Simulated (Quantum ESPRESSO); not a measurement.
Si, 6 atoms in the cell. The cell holds a slab with vacuum, 6 atoms: a = 3.831 Å, b = 3.831 Å, c = 22.131 Å, α = 90.00°, β = 90.00°, γ = 120.00°. 

```yaml
Program: Quantum ESPRESSO 7.5
Task: work function
Functional: PBE
Potentials_or_basis: PseudoDojo 0.4.1 SR PBE standard
Cutoff: 490 eV
Density_cutoff: 1959 eV
k_mesh: 8 × 8 × 1
Occupations: fermi-dirac, width 0.05 eV
Spin: no spin polarisation
Boundary_across_the_vacuum: none
Mixing_mode: local-TF
Mixing_beta: 0.3
Most_SCF_iterations: 150
SCF_threshold: 6e-09 Ry
```

Potentials or basis: PseudoDojo 0.4.1 SR PBE standard.

The run is started by

```sh
$ OMP_NUM_THREADS=1 mpirun -n 2 pw.x -nk 2 -in pw.in > pw.out
$ OMP_NUM_THREADS=1 mpirun -n 1 pp.x -in pp_density.in > pp_density.out
$ OMP_NUM_THREADS=1 mpirun -n 1 pp.x -in pp_potential.in > pp_potential.out
$ OMP_NUM_THREADS=1 mpirun -n 1 pp.x -in pp_elf.in > pp_elf.out
```

Hardware: 2 MPI ranks on Arm Neoverse V2 (shared host).

Q: Estimate the wall time of this run.

A: Run time: 28 s on 2 MPI ranks on Arm Neoverse V2 (shared host), peak memory 0.24 GiB a rank. Counts: scf iterations 18, k pools 2, bands 19, k points 10, g dense 55293.
